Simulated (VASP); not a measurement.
Input of a VASP 6.6.1 run:

Contents of INCAR:

```
ALGO     = Normal         # electronic algorithm
EDIFF    = 1E-6           # SCF threshold, eV
ENCUT    = 520            # plane-wave cutoff, eV
ISIF     = 2              # what is computed and relaxed
ISMEAR   = -1             # smearing method
ISPIN    = 2              # spin polarisation
LASPH    = T              # aspherical terms in the spheres
LCHARG   = F              # write CHGCAR
LMAXMIX  = 4              # l up to which the mixer works
LMIXTAU  = T            
LORBIT   = 11             # projections on sites
LREAL    = F              # projectors in reciprocal space
LWAVE    = F              # write WAVECAR
MAGMOM   = 1 0            # initial moments
METAGGA  = MS2            # meta-GGA
NELM     = 100            # most SCF steps
PREC     = Accurate       # precision mode
SIGMA    = 0.05           # smearing width, eV
```

The input KPOINTS:

```
k-points
0
Gamma
  11 11 11
```

POSCAR

```
NiO
1.0
    0.0000000000      2.0859016414      2.0859016414
    2.0859016414      0.0000000000      2.0859016414
    2.0859016414      2.0859016414      0.0000000000
Ni O
1 1
Direct
    0.0000000000      0.0000000000      0.0000000000
    0.5000000000      0.5000000000      0.5000000000
```

File KPOINTS_OPT:

```
path GXWKGLUWLK,UX
15
line-mode
reciprocal
 0.0000000000  0.0000000000  0.0000000000  G
 0.5000000000  0.0000000000  0.5000000000  X

 0.5000000000  0.0000000000  0.5000000000  X
 0.5000000000  0.2500000000  0.7500000000  W

 0.5000000000  0.2500000000  0.7500000000  W
 0.3750000000  0.3750000000  0.7500000000  K

 0.3750000000  0.3750000000  0.7500000000  K
 0.0000000000  0.0000000000  0.0000000000  G

 0.0000000000  0.0000000000  0.0000000000  G
 0.5000000000  0.5000000000  0.5000000000  L

 0.5000000000  0.5000000000  0.5000000000  L
 0.6250000000  0.2500000000  0.6250000000  U

 0.6250000000  0.2500000000  0.6250000000  U
 0.5000000000  0.2500000000  0.7500000000  W

 0.5000000000  0.2500000000  0.7500000000  W
 0.5000000000  0.5000000000  0.5000000000  L

 0.5000000000  0.5000000000  0.5000000000  L
 0.3750000000  0.3750000000  0.7500000000  K

 0.6250000000  0.2500000000  0.6250000000  U
 0.5000000000  0.0000000000  0.5000000000  X
```

Potentials or basis: VASP PAW PBE potentials, release 64 (Ni, O).

The run is started by

```bash
$ cat potpaw_PBE.64/Ni/POTCAR potpaw_PBE.64/O/POTCAR > POTCAR
$ mpirun -np 1 vasp_std > vasp.out
```

(1) Predict the band gap on the k mesh.

(2) What does it give for the site moments?

(3) What does it give for the net moment?

(4) Estimate the pressure.

Answers

(1) 0.66 eV, indirect (least direct gap 1.58 eV).

(2) Ni +1.72; O +0.25 μB.

(3) 2.00 μB per cell.

(4) 1.0 GPa.

Caveat: the PAW data sets were made with another functional, which shifts forces and pressure a little; a cell with one magnetic atom can't hold antiferromagnetic order, which such compounds often take.
